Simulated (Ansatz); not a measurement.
A run of Ansatz 0.2.0 is set up as follows.

Contents of input.yaml:

```yaml
crystal:
  lattice:
    - [0.0, 2.269, 2.269]
    - [2.269, 0.0, 2.269]
    - [2.269, 2.269, 0.0]
  atoms:
    - { symbol: P, position: [0.75, 0.75, 0.75] }
    - { symbol: B, position: [0.0, 0.0, 0.0] }
kpoints:
  mp_grid: { grid: [10, 10, 10] }
scf:
  occupations: { method: fermi_dirac, width: 0.05 }
hamiltonian:
  xc: rpbe
  dispersion: d4
  pseudopotentials: { kind: all_electron, lapw: { basis_error: 0.001 } }
output:
  forces: true
  stress: true
relax:
  f_tol: 0.01
  max_steps: 60
  cell: {}
```

Potentials or basis: all-electron LAPW, scalar-relativistic.

Launch:

```sh
$ ansatz run input.yaml --threads 1 --pin off --max-ram 3072MiB --backend cpu --events-out ev --progress --plain --runs-dir out
```

What does it give for the relaxed volume?

11.10 Å³/atom.

Predict the relaxed cell.

a = 3.155 Å, b = 3.155 Å, c = 3.155 Å, α = 60.00°, β = 60.00°, γ = 60.00°.

Estimate the band gap on the k mesh.

1.19 eV.

Final structure:
```yaml
crystal:
  lattice:
    - [0.00000, 2.23086, 2.23086]
    - [2.23086, 0.00000, 2.23086]
    - [2.23086, 2.23086, 0.00000]
  atoms:
    - { symbol: P, position: [0.75000, 0.75000, 0.75000] }
    - { symbol: B, position: [0.00000, 0.00000, 0.00000] }
```

A k mesh can miss the band edges. As with any semilocal functional, this RPBE gap is likely too small.
